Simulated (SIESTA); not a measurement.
Set up this calculation in SIESTA 5.4.2, as the native input.

| Item | Value |
| --- | --- |
| Task | single point |
| Functional | PBE |
| Potentials or basis | PseudoDojo 0.4 standard (PBE files) |
| Basis | DZP (energy shift 0.003 Ry; two zetas on semicore shells) |
| Grid cutoff | 800 Ry |
| Energy shift | 0.003 Ry |
| k mesh | 10 × 10 × 2 |
| Occupations | fermi-dirac, width 0.05 eV |
| Spin | no spin polarisation |

The system is WS2, a slab with vacuum.

```
W S
1.0
     3.18352    0.00000    0.00000
    -1.59176    2.75701    0.00000
     0.00000    0.00000   16.95058
W S
1 2
Direct
  0.00000 0.00000 0.00000
  0.33333 0.66667 0.09200
  0.33333 0.66667 0.90800
```

One way to write it, as run:

WS2.fdf

```
SystemName                      WS2
SystemLabel                     WS2
NumberOfSpecies                 2
NumberOfAtoms                   3
%block ChemicalSpeciesLabel
  1  74 W
  2  16 S
%endblock ChemicalSpeciesLabel

LatticeConstant                 1.0 Ang
%block LatticeVectors
     3.1835163552     0.0000000000     0.0000000000
    -1.5917581776     2.7570060369     0.0000000000
     0.0000000000     0.0000000000    16.9505778900
%endblock LatticeVectors
AtomicCoordinatesFormat         Fractional
%block AtomicCoordinatesAndAtomicSpecies
     0.0000000000     0.0000000000     0.0000000000  1  W
     0.3333333333     0.6666666667     0.0920005100  2  S
     0.3333333333     0.6666666667     0.9079994900  2  S
%endblock AtomicCoordinatesAndAtomicSpecies

%block kgrid.MonkhorstPack
   10   0   0  0.0
    0  10   0  0.0
    0   0   2  0.0
%endblock kgrid.MonkhorstPack
XC.Functional                   GGA
XC.Authors                      PBE
PAO.BasisSize                   DZP
PAO.EnergyShift                 0.003 Ry
Mesh.Cutoff                     800 Ry
OccupationFunction              FD
ElectronicTemperature           0.05 eV
MaxSCFIterations                120
SCF.MustConverge                false
SCF.Mixer.Method                Pulay
SCF.Mixer.Weight                0.25
SCF.Mixer.History               8
SCF.DM.Tolerance                5.0e-05
SCF.H.Tolerance                 1.0e-03 eV
WriteForces                     true
Charge.Mulliken                 end
Charge.Hirshfeld                end
Charge.Voronoi                  end
SaveRho                         true
SaveElectrostaticPotential      true
%block PAO.Basis
  W 5
  n=5 0 2
    3.045 0.000
  n=6 0 2
    7.641 0.000
  n=5 1 2
    3.655 0.000
  n=6 1 1
    7.641
  n=5 2 2
    6.655 0.000
%endblock PAO.Basis
```

Potentials or basis: PseudoDojo 0.4 standard (PBE files), DZP (energy shift 0.003 Ry; two zetas on semicore shells).

Launch:

```sh
$ siesta WS2.fdf > WS2.out 2>&1
```

Results of the run:

```
Largest force          : 0.687 eV/Å
Band gap on the k mesh : 2.00 eV, indirect (least direct gap 2.22 eV)
Hirshfeld charges      : W +0.24; S -0.12 e
Voronoi charges        : W +0.34; S -0.17 e
Work function          : 4.71 eV
```

Caveat: Mulliken charges of long-ranged orbitals can have an unphysical sign; spin-orbit coupling is left out, which moves the levels of the heavy elements; the basis of atomic orbitals isn't converged, which shifts pressures, moduli and gaps.

Run time: 36 s on 1 thread of Intel(R) Xeon(R) 6975P-C (Granite Rapids), with other jobs on the host, peak memory 0.39 GiB.
